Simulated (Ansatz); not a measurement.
# Te2Mo, a strained cell with displaced atoms

```
CELL_PARAMETERS angstrom
5.33033 3.15269 -0.07118
-1.73302 3.07689 0.06905
1.52017 3.27068 13.97419
ATOMIC_POSITIONS crystal
Mo 0.05858 0.37678 0.25343
Mo 0.49501 0.86148 0.25876
Mo 0.43725 0.09434 0.76626
Mo 0.96711 0.55632 0.74352
Te 0.36640 0.67925 0.62180
Te 0.84516 0.17228 0.60895
Te 0.27861 0.93913 0.10986
Te 0.76240 0.42799 0.12133
Te 0.24747 0.56866 0.89126
Te 0.71238 0.00477 0.88396
Te 0.14898 0.82198 0.37231
Te 0.66336 0.31379 0.36313
```

The numbers come from plane-wave PAW DFT (Ansatz): m-r2SCAN, with U_eff = 3.67 eV on Mo d (all-electron-ortho-atomic projectors), no spin polarisation, 500 eV, 3×5×2 Γ-centred k points, gaussian occupations (width 0.0351 eV). Nothing was relaxed.

(1) What is the band gap?

(2) Which orbitals make up the band edges?

(3) Is the cell too large or too small?

(4) Describe some of the short contacts.

(5) Where is the largest force?

Origin: a strained cell with displaced atoms, so it need not be a known compound. Caveats: an odd or shifted mesh can miss the band edges, so this level's true gap may be smaller; no spin-orbit coupling, which can shift this gap by tenths of an eV; a Hubbard term without moments, so a magnetic state may lie lower; atoms or cell far from equilibrium; m-r2SCAN is r2SCAN with a changed spin dependence that lowers moments.

## Answers

(1) The gap on the k mesh is 0.32 eV; the mesh may miss the band edges, so the true gap of this level can be smaller.

(2) Within 0.7 eV of the edges, the states project mainly on Mo d (50 %) and Te p (45 %) below the gap and on Mo d (70 %) and Te p (25 %) above it.

(3) The pressure is 2.4 GPa (compression positive), so with the atoms held at these fractions the cell would first expand; the forces are large, so a full relaxation may end otherwise. The principal stresses -2.9, 3.8, 6.2 GPa differ, so its shape would change too.

(4) Mo–Te at 2.42 Å: least valence density 0.73 e/Å³ and ELF 0.51 there. Te–Te at 3.38 Å: least valence density 0.19 e/Å³ and ELF 0.20 there, a closed-shell (ionic or weak) contact. These are pseudo-fields; inside the PAW spheres they differ from the all-electron ones.

(5) The largest is on Mo2: 5.60 eV/Å, components (1.80, 1.69, -5.03). It makes 156° with the line to a nearest neighbour, Te11 at 2.42 Å, pointing away from it.
